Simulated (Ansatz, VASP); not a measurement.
## Two plane-wave programs on GaCo

```
Ga Co
1.0
     2.88310    0.00000    0.00000
     0.00000    2.88310    0.00000
     0.00000    0.00000    2.65245
Ga Co
1 1
Cartesian
  1.4416 1.4416 1.3262
  0.0000 0.0000 0.0000
```

Change from the starting cell: strain +0.000 along x and y, -0.080 along z, atoms carried along.

Alike in both runs: task single point; functional PBEsol; k mesh 16 × 16 × 16; occupations gaussian, width 0.15 eV; no spin polarisation.

|  | VASP | Ansatz |
| --- | --- | --- |
| version | VASP 6.6.1 | Ansatz 0.2.0 |
| potentials or method | VASP PAW PBE potentials, release 64 (Ga_d, Co) | scalar-relativistic, plane waves, PAW |
| plane-wave cutoff (eV) | 520 | 420 |
| valence electrons in the cell | 22 | 30 |

Ansatz gave:

| Quantity | Value |
| --- | --- |
| gap on the k mesh at the Fermi level (eV) | none |
| pressure (GPa) | 9.1 |
| largest component of the traceless stress (GPa) | 8.55 |

**Question.** Which values does VASP return?

**Answer.** gap on the k mesh at the Fermi level (eV): none; pressure (GPa): 9.3; largest component of the traceless stress (GPa): 8.55.

A gap of «none» marks a metal or a gap that the smearing closes. The two sets of potentials don't hold the same shells in valence.

Caveats: the PAW data sets were made with another functional, which shifts forces and pressure a little (VASP). Spin polarisation is off, so any magnetic state and its effect on volume and gap are missing.
